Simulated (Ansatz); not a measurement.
Compare A (`C=C1CC1`) with its isomer B (`CC1=CC1`).

Computed with Ansatz on PBE0-D4/def2-TZVP structures; ΔE is electronic, products minus reactants. CBS: MP2 limit from def2 TZ/QZ plus the TZ coupled-cluster correction, frozen cores. Functionals use def2-TZVPP. B3LYP here is the variant with VWN-RPA as its local correlation; programs differ in this.

(1) Which is lower in electronic energy at CCSD(T)/CBS, and by how much? (Best estimate.)

(2) Give E(B) − E(A) in kcal/mol with HF/def2-TZVPP, LDA (SPW92), B3LYP, MP2/def2-TZVPP, B2PLYP, CCSD(T)/def2-SVP, BLYP-D4. (An estimate is asked.)

(3) Does the order hold for the free energy at 298.15 K (harmonic terms from PBE0-D4)? (Best estimate.)

Largest T1 diagnostic: 0.010.

## Answers

(1) Computed: A, by 11.3 kcal/mol.

(2) Ansatz gave: HF/def2-TZVPP 12.3, LDA (SPW92) 12.6, B3LYP 12.1, MP2/def2-TZVPP 10.5, B2PLYP 11.6, CCSD(T)/def2-SVP 10.8, BLYP-D4 12.1. None reverses the order clearly.

(3) Ansatz gave: Yes: G(B) − G(A) = +10.1 kcal/mol.

Leaving LDA and LC-ωPBE aside and taking each functional with its dispersion term where it has one, the values, not all of them listed here, spread over 1.0 kcal/mol, from PBE-QIDH to BHLYP-D4. LDA lies +0.8 kcal/mol from PBE without D4. In def2-TZVPP, CCSD(T) changes the Hartree–Fock value by −0.7 kcal/mol (the triples alone add −0.2 kcal/mol) and MP2 by −1.8 kcal/mol.
